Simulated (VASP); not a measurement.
# KCl (Fm-3m) in VASP: a series of runs, part 2 of 2

VASP 6.6.1. The steps go on from the part before.

### 6 Relaxation of cell and atoms, LDA

This run uses another cell than the first one, of 31.15 Å³/atom.

The input, INCAR:

```
SYSTEM = KCl
PREC = Accurate ; ENCUT = 500
EDIFF = 1E-7 ; ISMEAR = 0
SIGMA = 0.02 ; LREAL = .FALSE.
LASPH = .TRUE. ; NELM = 120
ALGO = Normal ; ISIF = 3
LWAVE = .FALSE. ; LCHARG = .FALSE.
GGA = CA ; IBRION = 2
NSW = 100 ; EDIFFG = -0.002
GGA_COMPAT = .FALSE. ; NELMIN = 4
```

The input, KPOINTS:

```
Automatic mesh
0
G
  6 6 6
  0 0 0
```

The input, POSCAR:

```
KCl
1.0
    0.0000000000      3.1464700000      3.1464700000
    3.1464700000      0.0000000000      3.1464700000
    3.1464700000      3.1464700000      0.0000000000
K Cl
1 1
Direct
    0.0000000000      0.0000000000      0.0000000000
    0.5000000000      0.5000000000      0.5000000000
```

Potentials or basis: VASP PAW LDA potentials, release 64 (K_sv, Cl).

Launch:

```console
> cat potpaw_LDA.64/K_sv/POTCAR potpaw_LDA.64/Cl/POTCAR > POTCAR
> mpirun -np 1 vasp_std > vasp.out
```

OUTCAR:

```text
SYSTEM = KCl
   PREC = Accurate
   ENCUT = 500
   EDIFF = 1E-7
   ISMEAR = 0
   LREAL = .FALSE.
   LASPH = .TRUE.
   NELM = 120
   ISIF = 3
   GGA = CA
   IBRION = 2
   NSW = 100
   EDIFFG = -0.002
   NELMIN = 4

 ion  position               nearest neighbor table
   1  0.000  0.000  0.000-   2 3.15   2 3.15   2 3.15   2 3.15   2 3.15   2 3.15
   2  0.500  0.500  0.500-   1 3.15   1 3.15   1 3.15   1 3.15   1 3.15   1 3.15

  LATTYP: Found a face centered cubic cell.
 ALAT       =     6.2929400000

  Lattice vectors:

 A1 = (   0.0000000000,   3.1464700000,   3.1464700000)
 A2 = (   3.1464700000,   0.0000000000,   3.1464700000)
 A3 = (   3.1464700000,   3.1464700000,   0.0000000000)

Analysis of symmetry for initial positions (statically):
=====================================================================
 Subroutine PRICEL returns:
 Original cell was already a primitive cell.

 Routine SETGRP: Setting up the symmetry group for a
 face centered cubic supercell.

 Subroutine GETGRP returns: Found 48 space group operations
 (whereof 48 operations were pure point group operations)
 out of a pool of 48 trial point group operations.

The static configuration has the point symmetry O_h .

Analysis of symmetry for dynamics (positions and initial velocities):
=====================================================================
 Subroutine PRICEL returns:
 Original cell was already a primitive cell.

 Routine SETGRP: Setting up the symmetry group for a
 face centered cubic supercell.

 Subroutine GETGRP returns: Found 48 space group operations
 (whereof 48 operations were pure point group operations)
 out of a pool of 48 trial point group operations.

The dynamic configuration has the point symmetry O_h .

 Subroutine INISYM returns: Found 48 space group operations
 (whereof 48 operations are pure point group operations),
[... 95 lines left out ...]
   POTIM  = 0.5000    time-step for ionic-motion
   TEBEG  =    0.0;   TEEND  =   0.0 temperature during run
   PSTRESS=    0.0 pullay stress
   NELECT =      16.0000    total number of electrons
   NUPDOWN=      -1.0000    fix difference up-down
   EMIN   =  10.00;   EMAX   =-10.00  energy-range for DOS
   EFERMI =   0.00;   METHOD = LEGACY
   ISMEAR =     0;   SIGMA  =   0.02  broadening in eV -4-tet -1-fermi 0-gaus
   EFERMI_NEDOS =   21; number of points for ismear=-14 and -15
   IALGO  =     38    algorithm
   IMIX   =      4    mixing-type and parameters
     AMIX     =   0.40;   BMIX     =  1.00
     AMIX_MAG =   1.60;   BMIX_MAG =  1.00
  volume/ion in A,a.u.               =      31.15       210.22
  Fermi-wavevector in a.u.,A,eV,Ry     =   1.040594  1.966437 14.732871  1.082835
  Thomas-Fermi vector in A             =   2.175177
   LORBIT       =      0    0 simple, 1 ext, 2 COOP (PROOUT), +10 PAW based schemes
   GGA     = CA    functional components
   LHFCALC =     F    Hartree Fock is set to
   AEXX    =    0.0000 exact exchange contribution
   IVDW    =     0    specifies the selected vdW correction
   LEPSILON=     F    determine dielectric tensor
   LRPA    =     F    only Hartree local field effects (RPA)
 conjugate gradient relaxation of ions
 non-spin polarized calculation
 Gauss-broadening in eV      SIGMA  =   0.02
  energy-cutoff  :      500.00
  volume of cell :       62.30
 maximum number of plane-waves:      1596
   NGX = 17   NGY = 17   NGZ = 17

--------------------------------------- Ionic step        1  -------------------------------------------

 number of electron      16.0000002 magnetization

 Free energy of the ion-electron system (eV)
  ---------------------------------------------------
  ext. energy  EPLUGINS =         0.00000000
  ---------------------------------------------------
  free energy    TOTEN  =        -7.36965656 eV

  energy without entropy =       -7.36965656  energy(sigma->0) =       -7.36965656

------------------------ aborting loop because EDIFF is reached ----------------------------------------

  FORCE on cell =-STRESS in cart. coord.  units (eV):
  Direction    XX          YY          ZZ          XY          YZ          ZX
  --------------------------------------------------------------------------------------
  -------------------------------------------------------------------------------------
  Total       -0.7495413     -0.7495413     -0.7495413     -0.0000000     -0.0000000      0.0000000
  in kB      -19.2754886    -19.2754886    -19.2754886     -0.0000000     -0.0000000      0.0000000
  external PRESSURE =     -19.2754886 kB  Pullay stress =       0.0000000 kB
[... 95 lines left out ...]
--------------------------------------- Ionic step        4  -------------------------------------------

 number of electron      16.0000000 magnetization

 Free energy of the ion-electron system (eV)
  ---------------------------------------------------
  ext. energy  EPLUGINS =         0.00000000
  ---------------------------------------------------
  free energy    TOTEN  =        -7.40954908 eV

  energy without entropy =       -7.40954908  energy(sigma->0) =       -7.40954908

 E-fermi :  -1.5270     XC(G=0):  -8.5366

 val. band max:       -1.6400064101   @ k =   0.0000   0.0000   0.0000
 cond. band min:       3.4619124981   @ k =   0.0000   0.0000   0.0000
 fundamental gap:      5.1019189082
 Fermi energy:        -1.5270312772

 k-point     1 :       0.0000    0.0000    0.0000
  band No.  band energies     occupation
      1     -28.2507      2.00000
      2     -13.7944      2.00000
      3     -11.9509      2.00000
      4     -11.9509      2.00000
      5     -11.9509      2.00000
      6      -1.6400      2.00000
      7      -1.6400      2.00000
      8      -1.6400      2.00000
      9       3.4619      0.00000
     10       6.4701      0.00000
     11       6.4701      0.00000
     12       6.4701      0.00000
[... 252 lines left out ...]
  FREE ENERGIE OF THE ION-ELECTRON SYSTEM (eV)
  ---------------------------------------------------
  free  energy   TOTEN  =        -7.4095490796 eV

  energy  without entropy=       -7.4095490796  energy(sigma->0) =       -7.40954908

 reached required accuracy - stopping structural energy minimisation
```

Wall time 20 s (1 thread of Intel Xeon Platinum 8488C (Sapphire Rapids), shared host); peak memory 0.16 GiB.

Results:

```
Free energy                           : -7.4095 eV
Relaxed volume                        : 28.15 Å³/atom
Relaxed cell                          : a = 4.302 Å, b = 4.302 Å, c = 4.302 Å, α = 60.00°, β = 60.00°, γ = 60.00°
Space group after relaxing (to 0.1 Å) : Fm-3m (No. 225)
Energy gained by relaxing             : 19.9 meV/atom
Ionic steps                           : 4
Pressure after relaxing               : 0.0 GPa
Band gap on the k mesh                : 5.10 eV
```

The path:
| step | energy change (eV) | largest force (eV/Å) | pressure (GPa) | volume (Å³) |
| --- | --- | --- | --- | --- |
| 1 | 0.0000 | 0.0000 | -1.93 | 62.30 |
| 2 | -0.0310 | 0.0000 | -1.01 | 58.98 |
| 3 | -0.0398 | 0.0000 | -0.10 | 56.54 |
| 4 | -0.0399 | 0.0000 | 0.00 | 56.30 |

Final structure:
```
K Cl
1.0
     0.00000    3.04195    3.04195
     3.04195    0.00000    3.04195
     3.04195    3.04195    0.00000
K Cl
1 1
Cartesian
  3.0419 3.0419 0.0000
  3.0419 3.0419 3.0419
```

Levels at points of the mesh, in eV from the valence-band top:
| k point | band 4 | band 5 | band 6 | band 7 | band 8 | band 9 | band 10 | band 11 | band 12 |
| --- | --- | --- | --- | --- | --- | --- | --- | --- | --- |
| (0.00, 0.00, 0.00) | -10.31 | -10.31 | 0.00 | 0.00 | 0.00 | 5.10 | 8.11 | 8.11 | 8.11 |
| (0.50, 0.00, 0.00) | -10.32 | -9.99 | -1.33 | -0.44 | -0.44 | 7.47 | 8.64 | 10.60 | 10.60 |
| (0.50, 0.50, 0.00) | -10.40 | -10.40 | -0.76 | -0.25 | -0.25 | 6.05 | 8.44 | 10.23 | 10.25 |

LDA usually gives volumes a few per cent too small. Zero-point motion and thermal expansion aren't in these numbers.

### 7 Overview

| task | cell | smearing | gap on the mesh (eV) | pressure (GPa) | relaxed volume (Å³/atom) |
| --- | --- | --- | --- | --- | --- |
| single point | a = 4.297 Å, angles 60.0°, 2 atoms | gaussian 0.02 eV | 5.12 | 0.1 | - |
| single point | a = 4.450 Å, angles 60.0°, 2 atoms | gaussian 0.1 eV | 4.75 | -1.9 | - |
| relaxation of cell and atoms | relaxed from a = 4.297 Å, angles 60.0°, 2 atoms | gaussian 0.02 eV | 5.11 | 0.0 | 28.12 |
| relaxation of cell and atoms | relaxed from a = 4.450 Å, angles 60.0°, 2 atoms | gaussian 0.02 eV | 5.10 | 0.0 | 28.15 |

Alike in all rows: level LDA; potentials or basis VASP PAW LDA potentials, release 64 (K_sv, Cl); no spin polarisation; k mesh 6 × 6 × 6; cutoff (eV) 500.

Absolute energies hang on the potentials; compare differences alone.

### 8 Comparison with measurements

Step 2. Measured gap of KCl: 8.68 eV (a printed reference work, monograph). This calculation gives 5.12 eV (-3.56 eV). The value is that of LDA, without temperature or zero-point motion. Semilocal functionals fall short of measured gaps as a rule.

Step 3. Against the measured gap of KCl, 8.68 eV (a printed reference work, monograph), the calculated 5.12 eV is off by -3.56 eV. The value is that of LDA, without temperature or zero-point motion. Semilocal functionals fall short of measured gaps as a rule.
